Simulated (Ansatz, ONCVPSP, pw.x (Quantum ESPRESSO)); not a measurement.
## Mg: one change to the ONCV potential, in the atom and in the fcc crystal

ONCVPSP 4.0.1.1 (patched build) input, shortened (lines: element, Z, core and valence counts, functional; n l f; lmax; l rc ep ncon nbas qcut; lloc lpopt rc5 dvloc0; l nproj debl; icmod fcfact rcfact), PBE, scalar-relativistic:

```
  Mg 12.00    3    1        4      upf
    1    0    2.00
    2    0    2.00
    2    1    6.00
    3    0    2.00
    2
    0    2.10    0.00    4    9    3.10
    1    1.85    0.17    4    7    4.10
    2    1.85    0.36    4    7    5.00
    2    5    1.85    0.00
    0    1    2.80
    1    1    0.40
    2    0    3.70
    3    5.00    1.30
```

Change: p: rc 2.58.

Cutoffs, loose and tight: the cutoffs (Ha) at which the residual kinetic energy of the hardest occupied pseudo-wave falls to 1 and 0.1 mHa per electron. They do not see the model core or the augmentation charge, which bear on the density cutoff. Test errors are all-electron minus pseudo excitation energies from the reference, over the configurations 3s1; 3s1.5; 3s1 3p1; 3s0 3p1; variants that change the core or the reference have their own tests.

Crystal test: fcc Mg in pw.x 7.5, no spin, 13³ k-points, Fermi–Dirac smearing 0.01 Ry, cutoffs set for each file from its atomic test. The reference is all-electron LAPW (Ansatz 0.2.0) with the same functional, mesh and smearing; V0 and B0 come from Birch–Murnaghan fits to the pressures at five volumes. Errors are pseudo minus all-electron; Δ is the rms difference of the E(V) curves that follow from these fits, minima aligned, over ±6 % about the mean V0. Mesh and smearing are coarse, so the numbers serve the comparison and aren't converged zero-temperature values; the lattice is a test structure that the element need not adopt.

All-electron: a0 = 4.524 Å (V0 = 23.15 Å³/atom), B0 = 35.0 GPa.

Does the change bring the crystal closer to the all-electron result?

The mean pressure error goes from -0.82 to -0.54 GPa, so the change moves the solid closer to the all-electron pressures.

```csv
quantity,base,changed
outcome (atom),generated,"generated, projector energies reset by the program"
"cutoff, loose (atom)",3.6 Ha,3.6 Ha
"cutoff, tight (atom)",5.7 Ha,5.7 Ha
bound ghosts (atom),none,none
largest test error (meV) (atom),+14 over the solved tests; 1 of 4 tests not solved or not reliable,+14 over the solved tests; 1 of 4 tests not solved or not reliable
cutoffs in pw.x (Ry),50/200,50/200
a0 (Å),4.489,4.501
a0 error (%),-0.79,-0.51
B0 error (%),+4.4,+2.6
Δ (meV/atom),4.2,2.7
mean pressure error (GPa),-0.82,-0.54
```

Base: This is a poor potential for the solid. The generator flags a localised state at positive energy (s at 16 eV). Atomic configuration tests: 1 of 4 tests not solved or not reliable. The cutoffs count occupied waves only; projector 1 of the p channel, the hardest unoccupied one, needs 19 Ha at the loose tolerance. Changed file: This is a poor potential for the solid. The generator flags a localised state at positive energy (s at 16 eV). Atomic configuration tests: 1 of 4 tests not solved or not reliable.
